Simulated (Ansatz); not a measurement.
**Relaxing an invented Sn2Ge3 structure**

Method: Ansatz 0.2.0, DFT PBE, scalar-relativistic, plane waves, PAW. Cutoff 420 eV, Gaussian smearing, Γ-centred meshes. Cell and atoms relax first on a coarse mesh and then on a finer one. In between, the cell is made exact in the group found at 0.06 Å. In metals the finer mesh still leaves noise of several meV/atom or more. The steps can't lower the symmetry of their start. No spin polarisation.

Recipe of this trial structure of Sn2Ge3: random cell by space group and Wyckoff sites (P6/mmm, No. 191). Its size is a rough estimate.

```
Sn Ge
1.0
     4.26852    0.00000    0.00000
    -2.13426    3.69665    0.00000
     0.00000    0.00000    7.68640
Sn Ge
2 3
Direct
  0.00000 0.00000 0.69687
  0.00000 0.00000 0.30313
  0.33333 0.66667 0.00000
  0.66667 0.33333 0.00000
  0.00000 0.00000 0.00000
```

Formation energies are uncorrected and refer to the elements' standard structures at the same level. The references include grey tin.

**Question.** What does it relax into?

**Answer.** The symmetry stays P6/mmm (No. 191). The volume per atom grows by 42.7 %, from 24.3 to 34.6 Å³. The shortest distance goes from 2.33 Å (Sn–Ge) to 2.67 Å (Sn–Ge). The energy falls by about 0.73 eV/atom (the start's value is from the coarse mesh). Conventional cell: a = 4.828 Å, c = 8.573 Å. Around Sn lies 1 Ge at 2.67 Å; Ge on a site of symmetry -6m2 has 6 Ge at 2.79 Å; Ge on a site of symmetry 6/mmm has 2 Sn at 2.67 Å and 6 Ge at 2.79 Å.

```yaml
crystal:
  lattice:
    - [4.82773, 0.00000, 0.00000]
    - [-2.41387, 4.18094, 0.00000]
    - [0.00000, 0.00000, 8.57310]
  atoms:
    - { symbol: Sn, position: [0.00000, 0.00000, 0.68864] }
    - { symbol: Sn, position: [0.00000, 0.00000, 0.31136] }
    - { symbol: Ge, position: [0.33333, 0.66667, 0.00000] }
    - { symbol: Ge, position: [0.66667, 0.33333, 0.00000] }
    - { symbol: Ge, position: [0.00000, 0.00000, 0.00000] }
```

**Question.** Give its energy and gap.

**Answer.** The formation energy is +0.70 eV/atom. The gap on the 12×12×6 mesh of the 5-atom cell is 0 eV (a metal).

It can't be a ground state, since the elements alone are lower.

The last run used Gaussian smearing of 0.10 eV. A structure relaxed within its symmetry needn't be a true minimum. Another cell of Sn2Ge3 relaxed alike, in Fmmm, lies 0.47 eV/atom lower, so this cell isn't the stable form at this level.
